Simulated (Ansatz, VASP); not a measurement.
# Ni: VASP beside Ansatz

```
CELL_PARAMETERS angstrom
0.00000 2.43480 2.43480
2.43480 0.00000 2.43480
2.43480 2.43480 0.00000
ATOMIC_POSITIONS crystal
Ni 0.12500 0.12500 0.12500
Ni 0.87500 0.87500 0.87500
```

Alike in both runs: task single point; functional LDA; k mesh 12 × 12 × 12; occupations fermi-dirac, width 0.1 eV; no spin polarisation.

|  | VASP | Ansatz |
| --- | --- | --- |
| version | VASP 6.6.1 | Ansatz 0.2.0 |
| potentials or method | VASP PAW LDA potentials, release 64 (Ni) | plane waves (420 eV) with PAW, scalar-relativistic |
| plane-wave cutoff (eV) | 520 | 420 |
| valence electrons in the cell | 20 | 36 |

VASP gave:

```
pressure (GPa) : 5.0
```

What did Ansatz give for the same quantities?

Pressure (GPa): 5.4.

The two sets of potentials don't hold the same shells in valence. Ansatz warned: «pseudo_functional_mismatch».

Caveats: the run has no spin polarisation, though such a crystal can be magnetic. Spin polarisation is off, so any magnetic state and its effect on volume and gap are missing.
